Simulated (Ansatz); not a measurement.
Tl: one input, then a changed one

The cell comes from COD entry 9008519, which wasn't checked; take it as a given geometry. The listed cell was then made from it by scaling, straining or moving an atom.

First run: DFT, PBEsol, PAW with Ansatz's default frozen-core files, scalar-relativistic (Ansatz 0.2.0).

Command: `ansatz run input.yaml --threads 1 --pin off --max-ram 2048MiB --backend cpu --events-out ev --progress --plain --runs-dir out` The run took about 43 s on 1 thread of a shared machine.

```yaml
crystal:
  lattice:
    - [3.456, 0.0, 0.0]
    - [-1.728, 2.9929837955, 0.0]
    - [0.0, 0.0, 5.525]
  atoms:
    - { symbol: Tl, position: [0.3513982333, 0.7467358067, 0.23378482] }
    - { symbol: Tl, position: [0.6997574067, 0.2654217733, 0.81338857] }
kpoints:
  mp_grid: { grid: [7, 7, 4] }
scf:
  occupations: { method: fermi_dirac, width: 0.05 }
hamiltonian:
  xc: pbesol
  pseudopotentials: { kind: paw }
output:
  forces: true
  stress: true
  efg: { contact_densities: true }
relax:
  f_tol: 0.01
  max_steps: 80
  cell: {}
```

Result: converged; relaxed volume 28.767 Å³/atom; 61 SCF iterations in all.

Spin–orbit coupling is left out, though it moves levels of the heavy atoms by tenths of an eV or more.

A second input differs as follows:

```diff
@@ -11,7 +11,9 @@
 scf:
   occupations: { method: fermi_dirac, width: 0.05 }
+  max_iter: 75
 hamiltonian:
   xc: pbesol
   pseudopotentials: { kind: paw }
+  hubbard: { sites: [{ species: Tl, l: f, u_eff: 4.0 }] }
 output:
   forces: true
```

Task: What is wrong with it, and what does the program do?

Result: The fault is a U on a shell that isn't there. The run refused before any iteration. The log ends:
```
Error: inconsistent input (hamiltonian.hubbard.sites[].l, hamiltonian.hubbard.sites[].shell): hamiltonian.hubbard: the Tl pseudopotential carries no l=3 pseudo-atomic shell — pick an l its table provides
```
